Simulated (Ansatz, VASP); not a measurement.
## Al in VASP and in Ansatz

The input INCAR:

```
SYSTEM = Al
  PREC = Accurate
  ENCUT = 520
  EDIFF = 1E-7
  ISMEAR = 0
  SIGMA = 0.011
  LREAL = .FALSE.
  LASPH = .TRUE.
  NELM = 80
  ALGO = Normal
  ISIF = 2
  LWAVE = .FALSE.
  LCHARG = .FALSE.
  GGA = PE
  NBANDS = 8
```

Contents of KPOINTS:

```
Automatic mesh
0
G
  11 11 11
  0 0 0
```

File POSCAR:

```
Al
1.0
    0.0000000000      2.0248050000      2.0248050000
    2.0248050000      0.0000000000      2.0248050000
    2.0248050000      2.0248050000      0.0000000000
Al
1
Direct
    0.0000000000      0.0000000000      0.0000000000
```

File input.yaml:

```yaml
crystal:
  lattice:
    - [0.0, 2.024805, 2.024805]
    - [2.024805, 0.0, 2.024805]
    - [2.024805, 2.024805, 0.0]
  atoms:
    - { symbol: Al, position: [0.0, 0.0, 0.0] }
hamiltonian:
  xc: pbe
  pseudopotentials: { kind: paw }
kpoints:
  mp_grid: { grid: [11, 11, 11] }
scf:
  occupations: { method: gaussian, width: 0.011 }
output:
  forces: true
  stress: true
  eigenvalues: true
```

Alike in both runs: task single point; functional PBE; k mesh 11 × 11 × 11; occupations gaussian, width 0.011 eV; no spin polarisation.

```csv
,VASP,Ansatz
version,VASP 6.6.1,Ansatz 0.2.0
potentials or method,"VASP PAW PBE potentials, release 64 (Al)",Ansatz PAW
plane-wave cutoff (eV),520,420
valence electrons in the cell,3,3
```

VASP gave:

| Quantity | Value |
| --- | --- |
| gap on the k mesh at the Fermi level (eV) | none |
| pressure (GPa) | -0.6 |

Estimate Ansatz's values.

gap on the k mesh at the Fermi level (eV): none; pressure (GPa): -0.5.

A gap of «none» marks a metal or a gap that the smearing closes.
